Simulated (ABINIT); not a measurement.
# BP (F-43m): G0W0 in ABINIT against the wavefunction cutoff in GW

How does the gap of BP (F-43m) converge in the wavefunction cutoff in GW?

Program: ABINIT 10.8.3. Level of theory: PBE and many-body steps on it, plane waves. Results are calculated unless marked as measured.

Most raw output is cut from this account.

**1. Starting point**

It takes space group F-43m (No. 216, cubic). Conventional cell: a = 4.538 Å, b = 4.538 Å, c = 4.538 Å, α = 90.00°, β = 90.00°, γ = 90.00°. Nearest to B lie 4 P at 1.97 Å. P has 4 B at 1.97 Å nearest. Farther neighbours are not listed.

The cell and positions come from the Crystallography Open Database and are kept as given unless a step says otherwise.

**2. Screening, 6×6×6 mesh, 17 bands, screening to 106.1 eV**

This step: ABINIT 10.8.3; RPA screening on PBE, plane waves, norm-conserving pseudopotentials.

The RPA dielectric matrix is built and inverted for each q.

Input file run.abi:

```
acell 3*1.0 Angstrom
rprim 
  0.000000000000 2.269000000000 2.269000000000
  2.269000000000 0.000000000000 2.269000000000
  2.269000000000 2.269000000000 0.000000000000
ntypat 2
znucl 5 15
natom 2
typat 1 2
xred 
  0.000000000000 0.000000000000 0.000000000000
  0.250000000000 0.250000000000 0.250000000000
pp_dirpath "pseudos"
pseudos "B.upf, P.upf"
ecut 34
ngkpt 6 6 6
nshiftk 1
shiftk 0 0 0
kptopt 1
chksymbreak 0
istwfk *1
occopt 1
irdwfk 1
optdriver 3
nband 17
ecuteps 3.9
inclvkb 2
awtr 1
symchi 1
ecutwfn 10.2
indata_prefix "in"
outdata_prefix "out"
tmpdata_prefix "tmp"
```

The run is started by

```console
OMP_NUM_THREADS=1 mpirun -n 4 abinit run.abi > log
```

Wall time 4.6 s (4 MPI ranks of Arm Neoverse N1, shared host); peak memory 0.25 GiB.

This step gave:

| Quantity | Value |
| --- | --- |
| ε∞ with local fields, on this mesh, along the program's q direction | 9.782 |
| the same without local fields | 10.73 |
| plasma frequency | 21.72 eV |
| plane waves in the screening matrix | 59 |

Local fields lower ε∞ by 9 %.

**3. 10.2 Ha**

This step: G0W0 on PBE, plane waves, norm-conserving pseudopotentials.

run.abi: that of step 2 with these lines changed.

```diff
@@ -23,8 +23,17 @@
 irdwfk 1
-optdriver 3
+optdriver 4
 nband 17
+gwcalctyp 0
+ecutsigx 10.2
+symsigma 1
+nkptgw 2
+kptgw 
+  0.0000000000 0.0000000000 0.0000000000
+  0.5000000000 0.5000000000 0.0000000000
+bdgw 
+  2 7
+  3 6
 ecuteps 3.9
-inclvkb 2
-awtr 1
-symchi 1
+irdscr 1
+ppmodel 1
 ecutwfn 10.2
```

Wall time 3 s (4 MPI ranks); peak memory 0.07 GiB.

Numbers from this step:

```
G0W0 gap on the points computed              : 1.909 eV
starting gap on the mesh                     : 1.347 eV
k of the valence top                         : 0, 0, 0
k of the conduction bottom                   : 0.5, 0.5, 0
Z at the valence top                         : 0.8
Z at the conduction bottom                   : 0.812
least direct G0W0 gap on the computed points : 4.258 eV
```

**4. Screening, 6×6×6 mesh, 17 bands, screening to 106.1 eV**

This step: RPA screening on PBE, plane waves, norm-conserving pseudopotentials.

run.abi: that of step 3 with these lines changed.

```diff
@@ -23,18 +23,9 @@
 irdwfk 1
-optdriver 4
+optdriver 3
 nband 17
-gwcalctyp 0
-ecutsigx 10.2
-symsigma 1
-nkptgw 2
-kptgw 
-  0.0000000000 0.0000000000 0.0000000000
-  0.5000000000 0.5000000000 0.0000000000
-bdgw 
-  2 7
-  3 6
 ecuteps 3.9
-irdscr 1
-ppmodel 1
-ecutwfn 10.2
+inclvkb 2
+awtr 1
+symchi 1
+ecutwfn 17
 indata_prefix "in"
```

Run time: 4.6 s. Hardware: 4 MPI ranks; peak memory 0.26 GiB.

This step gave:

- ε∞ with local fields, on this mesh, along the program's q direction: 9.706
- the same without local fields: 10.64
- plasma frequency: 21.73 eV
- plane waves in the screening matrix: 59

**5. 17 Ha**

The self-energy is evaluated for the states that the input lists, and the levels follow from it, in one-shot runs by the linearised quasiparticle equation.

This step: G0W0 on PBE, plane waves, norm-conserving pseudopotentials.

run.abi: that of step 4 with these lines changed.

```diff
@@ -23,8 +23,17 @@
 irdwfk 1
-optdriver 3
+optdriver 4
 nband 17
+gwcalctyp 0
+ecutsigx 17
+symsigma 1
+nkptgw 2
+kptgw 
+  0.0000000000 0.0000000000 0.0000000000
+  0.5000000000 0.5000000000 0.0000000000
+bdgw 
+  2 7
+  3 6
 ecuteps 3.9
-inclvkb 2
-awtr 1
-symchi 1
+irdscr 1
+ppmodel 1
 ecutwfn 17
```

The job ended after 3.1 s (4 MPI ranks; peak memory 0.3 GiB; 12 s of CPU time).

This step gave:

| Quantity | Value |
| --- | --- |
| G0W0 gap on the points computed | 1.921 eV |
| starting gap on the mesh | 1.347 eV |
| k of the valence top | 0, 0, 0 |
| k of the conduction bottom | 0.5, 0.5, 0 |
| Z at the valence top | 0.8 |
| Z at the conduction bottom | 0.812 |
| least direct G0W0 gap on the computed points | 4.262 eV |

The gap on the mesh goes from 1.35 eV to 1.92 eV, a correction of +0.57 eV.

**6. Screening, 6×6×6 mesh, 17 bands, screening to 106.1 eV**

This step: RPA screening on PBE, plane waves, norm-conserving pseudopotentials.

run.abi: that of step 5 with these lines changed.

```diff
@@ -23,18 +23,9 @@
 irdwfk 1
-optdriver 4
+optdriver 3
 nband 17
-gwcalctyp 0
-ecutsigx 17
-symsigma 1
-nkptgw 2
-kptgw 
-  0.0000000000 0.0000000000 0.0000000000
-  0.5000000000 0.5000000000 0.0000000000
-bdgw 
-  2 7
-  3 6
 ecuteps 3.9
-irdscr 1
-ppmodel 1
-ecutwfn 17
+inclvkb 2
+awtr 1
+symchi 1
+ecutwfn 25.5
 indata_prefix "in"
```

It took 6.5 s on 4 MPI ranks; peak memory 0.33 GiB; 26 s of CPU time.

Numbers from this step:

```
ε∞ with local fields, on this mesh, along the program's q direction : 9.704
the same without local fields                                       : 10.64
plasma frequency                                                    : 21.73 eV
plane waves in the screening matrix                                 : 59
```

**7. 25.5 Ha**

This step: G0W0 on PBE, plane waves, norm-conserving pseudopotentials.

run.abi: that of step 6 with these lines changed.

```diff
@@ -23,8 +23,17 @@
 irdwfk 1
-optdriver 3
+optdriver 4
 nband 17
+gwcalctyp 0
+ecutsigx 25.5
+symsigma 1
+nkptgw 2
+kptgw 
+  0.0000000000 0.0000000000 0.0000000000
+  0.5000000000 0.5000000000 0.0000000000
+bdgw 
+  2 7
+  3 6
 ecuteps 3.9
-inclvkb 2
-awtr 1
-symchi 1
+irdscr 1
+ppmodel 1
 ecutwfn 25.5
```

Elapsed: 3.3 s, on 4 MPI ranks; peak memory 0.36 GiB; 13 s of CPU time.

This step gave:

```yaml
g0w0_gap_on_the_points_computed: 1.925 eV
starting_gap_on_the_mesh: 1.347 eV
k_of_the_valence_top: 0, 0, 0
k_of_the_conduction_bottom: 0.5, 0.5, 0
least_direct_g0w0_gap_on_the_computed_points: 4.264 eV
```

Against the run before, the gap moves by +0.004 eV.

**8. Screening, 6×6×6 mesh, 17 bands, screening to 106.1 eV**

This step: RPA screening on PBE, plane waves, norm-conserving pseudopotentials.

run.abi: that of step 7 with these lines changed.

```diff
@@ -23,18 +23,8 @@
 irdwfk 1
-optdriver 4
+optdriver 3
 nband 17
-gwcalctyp 0
-ecutsigx 25.5
-symsigma 1
-nkptgw 2
-kptgw 
-  0.0000000000 0.0000000000 0.0000000000
-  0.5000000000 0.5000000000 0.0000000000
-bdgw 
-  2 7
-  3 6
 ecuteps 3.9
-irdscr 1
-ppmodel 1
-ecutwfn 25.5
+inclvkb 2
+awtr 1
+symchi 1
 indata_prefix "in"
```

The job ended after 13 s (4 MPI ranks; peak memory 0.41 GiB; 50 s of CPU time).

Numbers from this step:

| Item | Value |
| --- | --- |
| ε∞ with local fields, on this mesh, along the program's q direction | 9.703 |
| the same without local fields | 10.64 |
| plasma frequency | 21.73 eV |
| plane waves in the screening matrix | 59 |

**9. 34 Ha**

This step: G0W0 on PBE, plane waves, norm-conserving pseudopotentials.

run.abi: that of step 8 with these lines changed.

```diff
@@ -23,8 +23,17 @@
 irdwfk 1
-optdriver 3
+optdriver 4
 nband 17
+gwcalctyp 0
+ecutsigx 34
+symsigma 1
+nkptgw 2
+kptgw 
+  0.0000000000 0.0000000000 0.0000000000
+  0.5000000000 0.5000000000 0.0000000000
+bdgw 
+  2 7
+  3 6
 ecuteps 3.9
-inclvkb 2
-awtr 1
-symchi 1
+irdscr 1
+ppmodel 1
 indata_prefix "in"
```

It took 3.7 s on 4 MPI ranks; peak memory 0.43 GiB; 15 s of CPU time.

Numbers from this step:

```yaml
g0w0_gap_on_the_points_computed: 1.927 eV
starting_gap_on_the_mesh: 1.347 eV
k_of_the_valence_top: 0, 0, 0
k_of_the_conduction_bottom: 0.5, 0.5, 0
least_direct_g0w0_gap_on_the_computed_points: 4.265 eV
```

Against the run before, the gap moves by +0.002 eV.

**10. The runs together**

Times are wall times on 4 MPI ranks of Arm Neoverse N1, shared host, good to a factor of about two. A run's time includes the screening step that it read.

| run | mesh | bands | screening cutoff (eV) | DFT gap (eV) | gap on the mesh (eV) | direct (eV) | ε∞ used | time |
| --- | --- | --- | --- | --- | --- | --- | --- | --- |
| 10.2 Ha | 6×6×6 | 17 | 106.1 | 1.347 | 1.909 | 4.258 | 9.78 | 7.6 s |
| 17 Ha | 6×6×6 | 17 | 106.1 | 1.347 | 1.921 | 4.262 | 9.71 | 7.7 s |
| 25.5 Ha | 6×6×6 | 17 | 106.1 | 1.347 | 1.925 | 4.264 | 9.70 | 9.8 s |
| 34 Ha | 6×6×6 | 17 | 106.1 | 1.347 | 1.927 | 4.265 | 9.70 | 16 s |

**11. Results**

| Item | Value |
| --- | --- |
| 10.2 Ha | 1.909 eV |
| 17 Ha | 1.921 eV |
| 25.5 Ha | 1.925 eV |
| 34 Ha | 1.927 eV |
| known limits | not at the basis limit |

In words: The setting moved: wavefunction cutoff in GW. From 10.2 Ha to 34 Ha the gap moves by +0.02 eV, for 2.2 times the time. It holds to 0.03 eV from 10.2 Ha on. Bands and screening cutoff are coupled, so a series along one setting does not show full convergence. The exchange cutoff follows the wavefunction cutoff here. Bands and cutoff are finite, so the gap is not at the basis limit. The miss can reach some tenths of an eV and take either sign; the mesh is an error of its own. In the G0W0 runs levels were corrected at 2 k points alone, so a gap called «on the mesh» is the least over those, and an edge elsewhere would be missed.

[Paths, hosts, dates, memory and timing lines, banners, echoed tables and standing remarks are left out of the program output.]

[Logs are printed without paths, hosts, clocks, repeated set-up lines and the standing remarks that a program may print on its own settings, such as how far it seeks lower states.]

[Runs of the session that timed out or met a known fault of the program may be left out.]

[Hosts, paths, dates, database ids (printed as entryN), source tags and the programs' standing remarks are cut or masked in the printed files.]

[G0W0 gaps are taken among the corrected bands and points alone; a level outside them can change the order at an edge.]

[Where Ansatz stands beside ABINIT at settings called matched, ABINIT's density can come from a denser mesh and the files from another edition; pairs whose starting gaps differed by over 0.03 eV were left out, so agreement reads better than it is.]
